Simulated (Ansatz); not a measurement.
Input and command of a calculation in Ansatz (plane waves; scalar-relativistic PAW potentials unless the input names others):

```yaml
crystal:
  lattice:
    - [0.0, 3.0163268808, 3.0163268808]
    - [3.0163268808, 0.0, 3.0163268808]
    - [3.0163268808, 3.0163268808, 0.0]
  atoms:
    - { symbol: Ga, position: [0.0, 0.0, 0.0] }
    - { symbol: As, position: [0.75, 0.75, 0.75] }
kpoints:
  mp_grid: { grid: [10, 10, 10] }
hamiltonian:
  xc: pbesol
scf:
  occupations: { method: tetrahedron_uncorrected }
output:
  forces: true
  eigenvalues: true
  stress: true
```

```bash
ansatz run input.yaml --threads 2 --pin off --max-ram 5120MiB --backend cpu --events-out ev --progress --plain --runs-dir out
```

Abridged log:
```
Pseudopotentials: kind: paw
Pseudopotential: Ga, paw, valence charge 13, recommended cutoff 420 eV (normal)
Pseudopotential: As, paw, valence charge 15, recommended cutoff 420 eV (normal)
Functional definition: PBEsol
Crystal: 2 atoms, lattice volume = 54.886 Å³
Basis set: ecut = 420 eV, 1067 PW (Γ), exchange–correlation on 60×60×60 points (8 copies of the dense FFT grid, shifted against one another)
Bands: 18, of which v1, the nominal top of the filled ones, is band 14 counted from 1 (13 counted from 0)
Symmetry: 24 space group operations
Space group: F-43m (ITA 216), of the structure as read, at distance tolerance 3.8e-5 Å
k-points: 47 of 1000 (time reversal used)
Initial density: superposition of atomic densities (neutral atoms: chi_scale 0, normalization atom), corrected by the library's trained network
Initial wavefunctions: pseudopotential atomic-orbital guess
Functional: x = pbesol(κ = 0.804, μ = 0.12345679), c = pbesol(β = 0.046)
SCF iter   1: F=—  HF=-8556.559996 eV  |F-HF|=—  |Δ(HF+E_count)|=         —  Δρ=3.28e-3  dr2=1.06e-2  ethr=1.77e-3  ⟨swp⟩=6.0  Hψ=3894  notcnv=0
SCF iter   2: F=—  HF=-8556.557322 eV  |F-HF|=—  |Δ(HF+E_count)|=   2.67e-3  Δρ=1.97e-3  dr2=4.22e-3  ethr=3.77e-5  ⟨swp⟩=2.3  Hψ=1544  notcnv=0
SCF iter   3: F=—  HF=-8556.556611 eV  |F-HF|=—  |Δ(HF+E_count)|=   7.11e-4  Δρ=7.41e-4  dr2=6.87e-4  ethr=1.51e-5  ⟨swp⟩=2.2  Hψ=1150  notcnv=0
SCF iter   4: F=—  HF=-8556.556666 eV  |F-HF|=—  |Δ(HF+E_count)|=   5.44e-5  Δρ=3.56e-4  dr2=1.63e-4  ethr=2.45e-6  ⟨swp⟩=2.0  Hψ=1695  notcnv=0
SCF iter   5: F=—  HF=-8556.556737 eV  |F-HF|=—  |Δ(HF+E_count)|=   7.17e-5  Δρ=2.46e-4  dr2=3.63e-5  ethr=5.82e-7  ⟨swp⟩=2.0  Hψ=1457  notcnv=0
SCF iter   6: F=—  HF=-8556.556763 eV  |F-HF|=—  |Δ(HF+E_count)|=   2.56e-5  Δρ=1.00e-4  dr2=2.81e-6  ethr=1.30e-7  ⟨swp⟩=2.7  Hψ=1506  notcnv=0
SCF iter   7: F=—  HF=-8556.556766 eV  |F-HF|=—  |Δ(HF+E_count)|=   3.50e-6  Δρ=3.08e-5  dr2=4.06e-7  ethr=1.00e-8  ⟨swp⟩=3.0  Hψ=1795  notcnv=0
SCF iter   8: F=-8556.556767 eV  HF=-8556.556767 eV  |F-HF|=6.16e-8  |Δ(HF+E_count)|=   4.27e-7  Δρ=9.25e-6  dr2=3.68e-8  ethr=3.57e-10  ⟨swp⟩=4.4  Hψ=3063  notcnv=0
SCF 1 converged in 8 iterations: F = -8556.556767 eV  dr2 = 3.68e-8
SCF converged after 8 iterations
Free energy (F): -8556.556767 eV
Harris-Foulkes:  -8556.556767 eV  (|F-HF|=6.16e-8)
Internal energy: -8556.556767 eV  (E = F + TS)
E sigma→0 (E₀):  -8556.556767 eV
Fermi energy:    5.665284 eV
--- Forces (eV/Å), atoms counted from 1 ---
  atom   1  Ga     0.00000000     0.00000000     0.00000000
  atom   2  As     0.00000000     0.00000000     0.00000000
--- Stress (GPa, compression-positive) ---
       -8.419955       0.000000       0.000000
        0.000000      -8.419955       0.000000
        0.000000       0.000000      -8.419955
  P = ⅓ Tr σ = -8.4200 GPa (-84.200 kbar)
```

Apart from outputs and empty bands, the input differs from a reference run on usual settings in scf.occupations.width: 0.03 → not typed; scf.occupations.method: "gaussian" → "tetrahedron_uncorrected"; hamiltonian.xc: "pbe" → "pbesol"; basis.ecutwfc: 420 → not typed. The reference, at the same geometry (not necessarily relaxed), gave pressure -6.26 GPa, largest force 0.000 eV/Å, no gap on the mesh. This run converged in 8 SCF iterations (reference: 6) with a total energy on another zero, pressure -8.42 GPa, largest force 0.000 eV/Å, no gap on the mesh.

Time: 4.4 s on 2 threads of Intel(R) Xeon(R) Processor @ 2.50GHz (Skylake/Cascade Lake) (shared host), peak memory 0.39 GiB.